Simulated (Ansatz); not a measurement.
# Calculated field gradients at the nuclei for IrO2 at a changed volume

The cell is a structure deposited in the COD, relaxed with PBE at fixed cell and then changed (volume scaled by 0.94, ions relaxed).

```yaml
crystal:
  lattice:
    - [4.40716, 0.00000, 0.00000]
    - [0.00000, 4.40716, 0.00000]
    - [0.00000, 0.00000, 3.08178]
  atoms:
    - { symbol: Ir, position: [0.00000, 0.00000, 0.00000] }
    - { symbol: Ir, position: [0.50000, 0.50000, 0.50000] }
    - { symbol: O, position: [0.30747, 0.30747, 0.00000] }
    - { symbol: O, position: [0.19253, 0.80747, 0.50000] }
    - { symbol: O, position: [0.69253, 0.69253, 0.00000] }
    - { symbol: O, position: [0.80747, 0.19253, 0.50000] }
```

Atoms are numbered from 1 in the order listed; like atoms form one site, named after its first atom.

Computed with Ansatz: DFT, PBE, plane waves and PAW, scalar-relativistic, collinear spin, 420 eV cutoff, Γ-centred 10×10×15 k-points, Fermi–Dirac smearing 0.05 eV. Start moments as typed (μB): 1 on each Ir, none on the rest.

Conventions: |V_zz| ≥ |V_yy| ≥ |V_xx|, η = (V_xx − V_yy)/V_zz, C_Q = eQV_zz/h. Directions are in the Cartesian axes of the cell vectors above, for the atom listed; none is given where the gradient is under 0.02 or η is above 0.95.

(1) Give the quadrupolar parameters of the distinct sites.

Results:

(1) 

```json
{"site": "Ir", "first atom": "1", "first shell": "6 O at 1.92–1.95 Å", "V_zz (10²¹ V/m²)": "-13.83", "η": "0.90", "direction of V_zz (x, y, z)": "0.00 0.00 1.00"}
{"site": "O", "first atom": "3", "first shell": "3 Ir at 1.92–1.95 Å", "V_zz (10²¹ V/m²)": "-9.08", "η": "0.20", "direction of V_zz (x, y, z)": "0.71 -0.71 0.00"}
```

At O V_zz stands upright on the plane through its three neighbours (within 1°).

With no gap above 0.1 eV, as in a metal, the gradients converge slowly in k; expect changes of a tenth or more on a denser mesh. Spin–orbit coupling is left out, which shifts gradients on Ir by a few per cent in wide-gap crystals, and can shift them far more where the calculated gap is small or absent, as here. Semilocal functionals can leave a metal where correlation in the d or f shell opens a gap in the real compound, and that would change the values at and beside Ir. At this changed cell the PBE pressure is 29 GPa. The start moments die out, and the run ends without spin.

The relaxation (3 steps) took 46 s of wall time (45 s of CPU time) and 0.94 GiB at its peak, on 1 thread of Intel Xeon 6975P-C (Granite Rapids) (x86_64; 16 cores open to the job, memory cap 3.0 GiB, no GPU), a shared host with a load of 0.1 a core.
